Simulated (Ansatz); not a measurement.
The system is Ag.

```
Ag
1.0
     0.00000    2.04275    2.04275
     2.04275    0.00000    2.04275
     2.04275    2.04275    0.00000
Ag
1
Direct
  0.00000 0.00000 0.00000
```

```yaml
Program: Ansatz 0.2.0
Task: relaxation of cell and atoms
Functional: PBEsol
Dispersion: D3(BJ)
Potentials_or_basis: Ansatz PAW
Cutoff: "420 eV (not typed: the program's choice for these potentials)"
k_mesh: 11 × 11 × 11
Occupations: fermi-dirac, width 0.05 eV
Spin: no spin polarisation
```

At the start: volume 17.05 Å³/atom.

Q: Where does the relaxation end?

A: It ends after 4 steps and the volume is 15.89 Å³/atom (-6.8 %); space group Fm-3m (No. 225, to 0.05 Å).

Step by step:
```
step  energy change (eV)  largest force (eV/Å)  volume (Å³)
   1              0.0000                0.0000        17.05
   2             -0.0313                0.0000        16.07
   3             -0.0322                0.0000        15.89
   4             -0.0318                0.0000        15.89
```

Final structure:
```yaml
crystal:
  lattice:
    - [0.00000, 1.99550, 1.99550]
    - [1.99550, 0.00000, 1.99550]
    - [1.99550, 1.99550, 0.00000]
  atoms:
    - { symbol: Ag, position: [0.00000, 0.00000, 0.00000] }
```

Caveat: the plane-wave basis is chosen anew once the cell has moved, so the energies of steps on either side of that aren't comparable; pairwise dispersion overbinds metals, which lowers pressure and volume; the PAW data sets come from PBE, with cores solved anew for the run's functional, which leaves a small shift of forces and pressure.
